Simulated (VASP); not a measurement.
Here is a VASP 6.6.1 calculation.

Contents of INCAR:

```
SYSTEM = Mg
PREC     = Accurate       ! precision mode
ENCUT    = 520            ! plane-wave cutoff, eV
EDIFF    = 1E-7           ! SCF threshold, eV
ISMEAR   = 0              ! smearing method
SIGMA    = 0.15           ! smearing width, eV
LREAL    = .FALSE.        ! projectors in reciprocal space
LASPH    = .TRUE.         ! aspherical terms in the spheres
NELM     = 100            ! most SCF steps
ALGO     = Fast           ! electronic algorithm
ISIF     = 2              ! what is computed and relaxed
LWAVE    = .FALSE.        ! write WAVECAR
LCHARG   = .FALSE.        ! write CHGCAR
GGA      = PS             ! functional
NBANDS   = 7              ! bands
```

File KPOINTS:

```
regular mesh
0
G
  20 20 20
  0 0 0
```

File POSCAR:

```
Mg
1.0
    0.0000000000      2.4380401912      1.9016713492
    2.4380401912      0.0000000000      1.9016713492
    2.4380401912      2.4380401912      0.0000000000
Mg
1
Direct
    0.0000000000      0.0000000000      0.0000000000
```

Potentials or basis: VASP PAW PBE potentials, release 64 (Mg).

Command:

```sh
$ cat potpaw_PBE.64/Mg/POTCAR > POTCAR
$ mpirun -np 1 vasp_std > vasp.out
```

Problem. What does it give for the band gap on the k mesh?

Solution. None (metal or under the smearing width).

Problem. What does it give for the pressure?

Solution. -0.2 GPa.

Stress tensor (GPa, compression positive):
```
-0.37  0.00  0.00
 0.00 -0.37  0.00
 0.00  0.00  0.23
```

Caveat: the PAW data sets were made with another functional, which shifts forces and pressure a little.
